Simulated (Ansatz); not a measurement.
Data:

Starting cell, CaF$_{2}$ (fluorite):

```yaml
crystal:
  lattice:
    - [0.00000, 2.75551, 2.75551]
    - [2.75551, 0.00000, 2.75551]
    - [2.75551, 2.75551, 0.00000]
  atoms:
    - { symbol: Ca, position: [0.00000, 0.00000, 0.00000] }
    - { symbol: F, position: [0.25000, 0.25000, 0.25000] }
    - { symbol: F, position: [0.75000, 0.75000, 0.75000] }
```

Scan: atom 3 (F, nearest neighbour Ca at 2.386 Å; its periodic images, 3.9 Å or more away, move with it) is displaced along Cartesian [110], direction (0.707, 0.707, 0.000) in Cartesian axes, by s. The other atoms stay.

These are PBE (plane waves to 420 eV, PAW, scalar-relativistic; Ansatz, a quantum-chemistry and plane-wave program) values and carry that method's errors. k mesh 8×8×8 (Γ-centred), Fermi-Dirac smearing 0.05 eV. The energy includes the smearing's −TS. CaF2 was relaxed with its symmetry unable to fall. The PAW data are Ansatz's earlier set. ΔE is measured from the undisplaced structure.

The scan covers s from -0.480 to 0.480 Å in 11 points.

Problem. Is the energy the same for equal positive and negative displacements?

Solution. Even: the same for both signs. With its periodic images moving along, the atom's site symmetry in this cell is -43m.

Problem. What force acts on the atom along the line at s = -0.480 Å?

Solution. 2.63 eV/Å.

Problem. What is the force constant k = d²E/ds² of this move at s = 0?

Solution. 4.20 eV/Å².

(A displaced cell: forces are minus the slopes of the energy, force constants its curvatures, and phonons follow from these.)
